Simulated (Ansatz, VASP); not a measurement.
# Two plane-wave programs on TePb

```
Pb Te
1.0
     0.00000    3.23100    3.23100
     3.23100    0.00000    3.23100
     3.23100    3.23100    0.00000
Pb Te
1 1
Direct
  0.00000 0.00000 0.00000
  0.50000 0.50000 0.50000
```

Alike in both runs: functional SVWN5; k mesh 7 × 7 × 7; occupations fermi-dirac, width 0.05 eV; no spin polarisation.

|  | VASP | Ansatz |
| --- | --- | --- |
| version | VASP 6.6.1 | Ansatz 0.2.0 |
| potentials or method | VASP PAW PBE potentials, release 64 (Pb_d, Te) | Ansatz PAW |
| plane-wave cutoff (eV) | 520 | 420 |
| valence electrons in the cell | 20 | 30 |
| task | single point | band structure |

```csv
,VASP,Ansatz,Ansatz less VASP
gap on the k mesh at the Fermi level (eV),0.95,0.95,-0.001
least direct gap on the mesh (eV),0.95,0.95,-0.001
pressure (GPa),-1.8,-1.8,0.00
```

The two sets of potentials don't hold the same shells in valence.

Caveats: the PAW data sets were made with another functional, which shifts forces and pressure a little (VASP); spin-orbit coupling is left out, which moves the levels of the heavy elements (Ansatz); the PAW data sets come from PBE, with cores solved anew for the run's functional, which leaves a small shift of forces and pressure (Ansatz). Spin-orbit coupling is left out, which matters for the levels of Pb, Te.
